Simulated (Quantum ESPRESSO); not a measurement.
## TiSi2 under changes of volume

One of the cells (14.162 Å³/atom); the others are scaled copies at fixed shape and fractional positions:

```
CELL_PARAMETERS angstrom
-1.47287 1.71213 4.21208
1.47287 -1.71213 4.21208
1.47287 1.71213 -4.21208
ATOMIC_POSITIONS crystal
Ti 0.00000 0.00000 0.00000
Si 0.67008 0.67008 0.00000
Si 0.32992 0.32992 0.00000
```

The cell comes from a database or a generator and needn't be the stable form of this composition.

```yaml
Program: Quantum ESPRESSO 7.5
Functional: LDA
Potentials_or_basis: GBRV 1.5 LDA
Cutoff: 612 eV
Density_cutoff: 4898 eV
k_mesh: 12 × 12 × 12
Occupations: fermi-dirac, width 0.05 eV
Spin: no spin polarisation
```

```tsv
volume (Å³/atom)	energy over the lowest point (meV/atom)	pressure (GPa)
13.313	1.31	2.4
13.596	0.00	-0.9
13.879	4.27	-3.9
14.162	?	?
14.446	27.25	-8.9
14.729	44.97	-11.1
15.012	66.25	-13.0
```

What does the run at 14.162 Å³/atom give?

Energy over the lowest point 13.52 meV/atom; pressure -6.5 GPa.

Worked out: A Birch-Murnaghan fit of order 3 (a polynomial in V^(-2/3)) to the other rows has its minimum at 13.52 Å³/atom with B0 = V·E''(V) = 155 GPa and B' = 4.3 at fixed shape and positions, which overstates the stiffness. It gives 13.50 meV/atom at 14.162 Å³/atom, against the run's 13.52, and -dE/dV = -6.5 GPa, against -6.5.

Energies are extrapolated to zero smearing.
